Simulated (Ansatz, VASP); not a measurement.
GaAs in VASP and in Ansatz

```
Ga As
1.0
     3.81014    0.00000    0.00000
     0.00000    3.81014    0.00000
     0.00000    0.00000    2.73891
Ga As
1 1
Cartesian
  1.9051 1.9051 1.3695
  0.0000 0.0000 1.3695
```

The cell was built by a generator and needn't be a form met in nature.

Alike in both runs: task electric field gradients; functional PBE; k mesh 7 × 7 × 10; occupations fermi-dirac, width 0.05 eV; no spin polarisation.

```csv
,VASP,Ansatz
version,VASP 6.6.1,Ansatz 0.2.0
potentials or method,"VASP PAW PBE potentials, release 64 (Ga_d, As), cutoff 520 eV",all-electron PAW datasets made for the crystal
```

|  | VASP | Ansatz | Ansatz less VASP |
| --- | --- | --- | --- |
| gap on the k mesh at the Fermi level (eV) | none | none | - |
| pressure (GPa) | 0.3 | 0.1 | -0.14 |
| largest component of the traceless stress (GPa) | 3.06 | 3.01 | -0.044 |
| Vzz of the field gradient on the site that differs most (V/Å²) | 132.8 | 138.4 | +5.59 |

A gap of «none» marks a metal or a gap that the smearing closes. Ansatz ran all-electron here, so the differences hold the error of VASP's frozen core and of both bases.
